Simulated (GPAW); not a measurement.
Entries from a set of simulations; values are calculated unless marked as measured.

### KCl (Sylvite): one start, several treatments of the self-energy

Symmetry: Fm-3m, No. 225, cubic system. Conventional cell: a = 6.293 Å, b = 6.293 Å, c = 6.293 Å, α = 90.00°, β = 90.00°, γ = 90.00°. Nearest to K lie 6 Cl at 3.15 Å. Nearest to Cl lie 6 K at 3.15 Å. Farther neighbours and most contacts between anions are not listed.

- method: DFT, PBE, plane waves, PAW (and 1 further level or step)
- program: GPAW 26.7.0
- settings of one run: cutoff 450 eV, GPAW PAW setups 1.2.1 data release, 4×4×4 k-mesh, nbands 269
- cost: 3 runs, 8.1 min in all on 4 MPI ranks of Arm Neoverse V1, shared host (the runs of this entry)
- notes: The cell and positions come from the Crystallography Open Database and are kept as given unless a step says otherwise. Bands and cutoff are finite, so the gap is not at the basis limit. The miss can reach some tenths of an eV and take either sign; the mesh is an error of its own.
- G0W0, Godby-Needs plasmon pole: 7.996 eV
- G0W0 with rALDA vertex: 7.949 eV
- known limits: not at the basis limit

G0W0 with rALDA vertex: −0.047 eV against G0W0, Godby-Needs plasmon pole, at other bands or cutoff, so not like for like. With the rALDA kernel as a vertex the gap is 7.76 eV (in the polarisability), 8.22 eV (in the self-energy) and 8.01 eV (in both), against 8.00 eV without.

[Runs of the session that timed out or met a known fault of the program may be left out.]

[Hosts, paths, dates, database ids (printed as entryN), source tags and the programs' standing remarks are cut or masked in the printed files.]
